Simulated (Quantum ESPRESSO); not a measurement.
Crystal: TePb.

```xyz
2
Lattice="0.0000 3.2310 3.2310 3.2310 0.0000 3.2310 3.2310 3.2310 0.0000" Properties=species:S:1:pos:R:3 pbc="T T T"
Pb    0.0000    0.0000    0.0000
Te    3.2310    3.2310    3.2310
```

Base run:

* Program: Quantum ESPRESSO 7.5
* Functional: PBE
* Potentials or basis: PseudoDojo 0.4.1 SR PBE standard
* Cutoff: 1088 eV
* Density cutoff: 4354 eV
* k mesh: 4 × 4 × 4, shifted
* Occupations: fermi-dirac, width 0.05 eV
* Spin: no spin polarisation

Its results: pressure 2.2 GPa; electronic dielectric tensor (diagonal) 26.58.

Question: After a change of settings the same cell gave: pressure 0.1 GPa; electronic dielectric tensor (diagonal) 27.18. Which change was it?
A. k mesh from 4 × 4 × 4, shifted to 6 × 6 × 6, shifted
B. functional from PBE to BLYP
C. functional from PBE to LDA; potentials or basis from PseudoDojo 0.4.1 SR PBE standard to PseudoDojo 0.4.1 SR LDA standard
D. functional from PBE to AM05

Answer: D.

AM05 binds more tightly than PBE, so the same cell stands under less pressure.

Caveats: the potentials were made for another functional, which shifts forces and pressure (some runs).
